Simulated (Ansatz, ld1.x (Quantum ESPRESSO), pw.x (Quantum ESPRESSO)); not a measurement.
In: does the ultrasoft potential hold in the solid?

| Property | Result |
| --- | --- |
| Element | indium |
| Generator | ld1.x (Quantum ESPRESSO) 7.5 |
| Type | ultrasoft |
| Functional | PBE |
| Relativity | scalar-relativistic |
| Frozen core | [Kr] |
| Valence charge | 13 |
| Reference configuration | 4d10 5s2 5p1 |
| Partial waves | 5s (bound): rcut 1.95, rcutus 2.10 bohr; 5s channel at 1.2 Ry: rcut 1.95, rcutus 2.10 bohr; 5p (bound): rcut 2.90, rcutus 3.20 bohr; 5p channel at 4.15 Ry: rcut 2.90, rcutus 3.20 bohr; 4d (bound): rcut 1.45, rcutus 1.75 bohr; 4d channel at -0.8 Ry: rcut 1.45, rcutus 1.75 bohr |
| Local potential | all-electron potential smoothed inside 1.60 bohr (lloc = -1) |
| Core correction | a·sin(br)/r model core, default radius (core density twice the valence density) |
| Augmentation charge | PSQ, radius 1.45 bohr |

Atomic tests: cutoffs needed: 40 Ry and 60 Ry (the cutoffs (Ry, on a coarse ladder) from which the occupation-weighted sum of valence levels, in a spherical-Bessel basis at the reference potential, stays within 10 and 1 mRy of its value at 400 Ry); ghost test: ghost state, extra bound levels that the all-electron valence spectrum of the same l lacks: s at -41.5 eV; a true bound ghost makes a file unfit for plane-wave use (spherical-Bessel basis up to 400 Ry, 20 bohr box); largest excitation error: -57 meV (all-electron minus pseudo) for 4d9 5s2 5p1, out of 7 test configurations.

Crystal test: fcc In in pw.x 7.5, no spin, 12³ k-points, Fermi–Dirac smearing 0.01 Ry, cutoffs 75/600 Ry. The reference is all-electron LAPW (Ansatz 0.2.0) with the same functional, mesh and smearing; V0 and B0 come from Birch–Murnaghan fits to the pressures at five volumes. Errors are pseudo minus all-electron; Δ is the rms difference of the E(V) curves that follow from these fits, minima aligned, over ±6 % about the mean V0. Mesh and smearing are coarse, so the numbers serve the comparison and aren't converged zero-temperature values; the lattice is a test structure that the element need not adopt.

All-electron: a0 = 4.791 Å (V0 = 27.50 Å³/atom), B0 = 34.9 GPa.

**Question.** How far does the potential miss the all-electron equation of state?

**Answer.** mean pressure error (GPa): -4.55. The pressure does not cross zero within the volumes sampled, so no fit is given. This is a poor potential for the solid. Note: ghost state, extra bound levels that the all-electron valence spectrum of the same l lacks: s at -41.5 eV. A true bound ghost makes a file unfit for plane-wave use.

| V (Å³/atom) | P all-electron (GPa) | P pseudo (GPa) |
| --- | --- | --- |
| 26.366 | 1.64 | -4.53 |
| 27.060 | 0.58 | -4.67 |
| 27.754 | -0.32 | -4.77 |
| 28.448 | -1.08 | -4.83 |
| 29.142 | -1.74 | -4.88 |

**Question.** At the middle volume, how do free energy and pressure move when the wave cutoff is lowered (ecutrho held at 600 Ry)?

**Answer.**

```csv
cutoff (Ry),shift of F (meV/atom),shift of P (GPa)
34,+2456.5,-38.52
45,+531.0,-15.56
60,+18.9,+0.15
```

The 8 pw.x runs together took about 5.7 min on one core of a shared server CPU.
